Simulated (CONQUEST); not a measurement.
PbSe (Clausthalite) under changes of volume

One of the cells (28.671 Å³/atom); the others are scaled copies at fixed shape and fractional positions:

```
Pb Se
1.0
     4.32841    0.00000    0.00000
     0.00000    4.32841    0.00000
     0.00000    0.00000    6.12130
Pb Se
2 2
Direct
  0.00000 0.00000 0.00000
  0.50000 0.50000 0.50000
  0.00000 0.00000 0.50000
  0.50000 0.50000 0.00000
```

- Program: CONQUEST 1.3
- Functional: PBEsol
- Potentials or basis: PseudoDojo NC PBEsol, DZP, grid of 48 × 48 × 60 points
- k mesh: 6 × 6 × 5
- Occupations: fermi-dirac, width 0.05 eV
- Spin: no spin polarisation

```csv
volume (Å³/atom),energy over the lowest point (meV/atom),pressure (GPa)
26.951,19.93,3.8
27.524,8.55,2.5
28.097,1.97,1.1
28.671,0.00,0.0
29.244,1.96,-1.0
29.818,?,?
30.391,15.64,-2.7
```

What does the run at 29.818 Å³/atom give?

Energy over the lowest point 7.37 meV/atom; pressure -1.9 GPa.

Worked out: A Birch-Murnaghan fit of order 3 (a polynomial in V^(-2/3)) to the other rows has its minimum at 28.67 Å³/atom with B0 = V·E''(V) = 55 GPa and B' = 5.3. It gives 7.27 meV/atom at 29.818 Å³/atom, against the run's 7.37, and -dE/dV = -1.9 GPa, against -1.9.

Energies are extrapolated to zero smearing.

Caveats: the basis of atomic orbitals isn't converged, which shifts pressures, moduli and gaps; the real-space grid breaks the cell's symmetry a little (some runs).
